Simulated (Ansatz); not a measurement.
CuO:

```
Cu O
1.0
     0.18960   -2.17229   -2.04314
    -2.01972    0.10630   -1.95984
     2.38320    2.28584   -4.38944
Cu O
2 2
Cartesian
  0.1715 0.1749 -4.1029
  -1.7484 -1.9559 -4.0297
  0.4097 0.0276 -6.3425
  0.1667 0.0172 -2.1166
```

The cell comes from a database or a generator and needn't be the stable form of this composition.

- Program: Ansatz 0.2.0
- Task: relaxation of cell and atoms
- Functional: RPBE
- Dispersion: D3(BJ)
- Potentials or basis: Ansatz PAW
- Cutoff: 420 eV (not typed: the program's choice for these potentials)
- k mesh: 10 × 10 × 5
- Occupations: fermi-dirac, width 0.05 eV
- Spin: no spin polarisation

At the start: volume 10.03 Å³/atom.

Problem. Where does the relaxation end?

Solution. It ends after 15 steps and the volume is 8.84 Å³/atom (-11.8 %); space group C2/c (No. 15, to 0.05 Å).

Step by step:
```
step  energy change (eV)  largest force (eV/Å)  volume (Å³)
   1              0.0000                1.6334        40.12
   2             -0.6606                1.2365        36.79
   3             -0.9394                0.4092        35.15
   4             -0.9686                0.1464        34.27
   5             -0.9815                0.0973        34.58
   6             -0.9882                0.0967        34.77
   7             -0.9954                0.0443        35.22
   8             -0.9994                0.1097        34.78
   9             -1.0064                0.0265        35.29
  10             -1.0066                0.0141        35.42
  11             -1.0066                0.0028        35.47
  12             -0.9959                0.0043        35.47
  13             -0.9967                0.0023        35.35
  14             -0.9966                0.0004        35.37
  15             -0.9962                0.0002        35.37
```

Final structure:
```yaml
crystal:
  lattice:
    - [0.04964, -2.08975, -1.94802]
    - [-2.08581, 0.04437, -1.95155]
    - [2.16005, 2.15470, -3.99544]
  atoms:
    - { symbol: Cu, position: [0.49999, 0.50000, 0.50000] }
    - { symbol: Cu, position: [0.00000, 0.00000, 0.00000] }
    - { symbol: O, position: [0.65772, 0.84218, 0.75001] }
    - { symbol: O, position: [0.34228, 0.15782, 0.24999] }
```

Caveat: the plane-wave basis is chosen anew once the cell has moved, so the energies of steps on either side of that aren't comparable; the pressure holds a Pulay correction of +0.7 GPa for the finite cutoff; the run has no spin polarisation, though such a crystal can be magnetic; pairwise dispersion overbinds metals, which lowers pressure and volume; the PAW data sets come from PBE, with cores solved anew for the run's functional, which leaves a small shift of forces and pressure.
